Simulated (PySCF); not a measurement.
## Static response to an electric field

Species: norbornadiene, C7H8.
Atom-mapped SMILES: `[CH:1]1=[CH:2][C@@H:3]2[CH:4]=[CH:5][C@H:6]1[CH2:7]2` (hydrogens: H8 on C1; H9 on C2; H10 on C3; H11 on C4; H12 on C5; H13 on C6; H14, H15 on C7)

Geometry (GFN2-xTB, Å), atoms numbered from 1 in this order:
```xyz
15
C7H8 angstrom
C      1.3037    0.5514   -0.4965
C      1.2127   -0.7682   -0.4346
C     -0.0976   -1.0953    0.2669
C     -1.1931   -0.6123   -0.6726
C     -1.1021    0.7074   -0.7339
C      0.0557    1.1195    0.1637
C     -0.1221    0.0683    1.2744
H      2.0659    1.1581   -0.9470
H      1.8824   -1.5124   -0.8216
H     -0.2009   -2.1069    0.6484
H     -1.8630   -1.2703   -1.1925
H     -1.6784    1.3999   -1.3176
H      0.0951    2.1668    0.4487
H     -1.0680    0.1578    1.8085
H      0.7052    0.0443    1.9836
```

Level: CAM-B3LYP/def2-SVPD (PySCF), static field, nuclei fixed, core orbitals frozen in the response. The polarisability tensor in these axes (au):

```
x   70.06  0.51  0.66
y    0.51 77.05 -0.71
z    0.66 -0.71 62.97
```

Question: Give the principal values, the mean and the anisotropy Δα = √{½[(α1 − α2)² + (α2 − α3)² + (α1 − α3)²]}.

Answer: Principal values 62.87, 70.10 and 77.11 au; mean 70.03 au = 10.38 Å³ = 11.55 × 10⁻⁴⁰ C²·m²/J; Δα = 12.34 au (18 % of the mean).

Question: What is the dipole moment?

Answer: 0.10 D at this geometry.

Question: What would n − 1 = 2πNα be for an ideal gas of these molecules at 298.15 K and 1 atm, electronic part alone?

Answer: N = p/kT = 2.4615 × 10¹⁹ cm⁻³, so n − 1 = 2π × N × 10.38 × 10⁻²⁴ cm³ = 1605 × 10⁻⁶ at long wavelengths.

Question: Rayleigh depolarisation ratio (linearly polarised light, static tensor)?

Answer: ρ = 3Δα²/(45ᾱ² + 4Δα²) = 456.9/(220659 + 609.2) ≈ 0.00207.

Question: Give the eigenvalues of the traceless quadrupole moment Θ = ½Σq(3rr − r²1), origin at the centre of nuclear charge.

Answer: -2.06, -2.05, 4.11 D·Å. The values depend on the origin, since the dipole doesn't vanish. The electronic extent ⟨r²⟩ about the same centre is 536 bohr², a root-mean-square distance of 1.73 Å for the 50 electrons.

Question: What molar refraction does this α imply?

Answer: Lorentz–Lorenz: R = (4π/3)N_A α = 2.5225 cm³/(mol·Å³) × 10.38 Å³ = 26.2 cm³/mol, in the limit of long wavelengths.

Question: In TDDFT the mean static polarisability is Σ f/ω² over all singlet excitations (ω in hartree). How much of it do the 8 lowest give? Their energies (eV) and oscillator strengths: 5.14, 0.0000; 6.15, 0.0250; 6.48, 0.0177; 7.09, 0.0360; 7.13, 0.1753; 7.27, 0.0000; 7.49, 0.0000; 7.49, 0.0001.

Answer: They add up to 3.89 au, 5.5 % of the 70.03 au; the largest single term is 2.55 au, from the state at 7.13 eV. Terms in order: 0.00, 0.49, 0.31, 0.53, 2.55, 0.00, 0.00, 0.00 au. Higher excitations give the rest. The strengths listed sum to 0.254.

Isolated species at its GFN2-xTB geometry, gas phase.
